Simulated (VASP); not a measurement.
Runs of VASP 6.6.1 on WC. The typed cell holds 4 atoms: a = 2.913 Å, b = 4.167 Å, c = 3.880 Å, α = 77.15°, β = 69.59°, γ = 69.86°. 

| task | level | potentials or basis | cell | cutoff (eV) | smearing | gap on the mesh (eV) | pressure (GPa) | largest force (eV/Å) |
| --- | --- | --- | --- | --- | --- | --- | --- | --- |
| relaxation of cell and atoms | PBE | VASP PAW PBE potentials, release 64 (W_sv, C) | relaxed from: cell sheared at random, sigma 0.03, atoms nudged by 0.01 Å | 600 | gaussian 0.05 eV | none | 0.0 | 0.01 |
| relaxation of the atoms | RPBE | VASP PAW PBE potentials, release 64 (W_sv, C) | atoms relaxed from: cell sheared at random, sigma 0.03, atoms nudged by 0.01 Å | 520 | gaussian 0.05 eV | none | 16.8 | - |
| single point | PBE | VASP PAW PBE potentials, release 64 (W_sv, C) | cell sheared at random, sigma 0.03, atoms nudged by 0.01 Å | 520 | fermi-dirac 0.05 eV | none | (a) | 0.63 |
| optical spectrum | AM05+D4 | VASP PAW PBE potentials, release 54 (W_sv, C) | cell sheared at random, sigma 0.03, atoms nudged by 0.01 Å; atoms moved at random, drawn with an rms of 0.15 Å | 520 | gaussian 0.05 eV | none | 5.8 | 4.99 |

Alike in all rows: no spin polarisation; k mesh 10 × 7 × 7.

Question: Fill in the values left out.

Answer: (a) 12.6.

Caveats: the PAW data sets were made with another functional, which shifts forces and pressure a little (some runs); spectra need much finer meshes, so this one isn't converged (some runs); independent-particle spectra lack excitons (some runs); the intraband (Drude) part of a metal's response may be missing (some runs); pairwise dispersion overbinds metals, which lowers pressure and volume (some runs).

A k mesh can miss the band edges, and the runs leave out spin-orbit coupling on W.

A gap of «none» marks a metal or a gap under the smearing width.
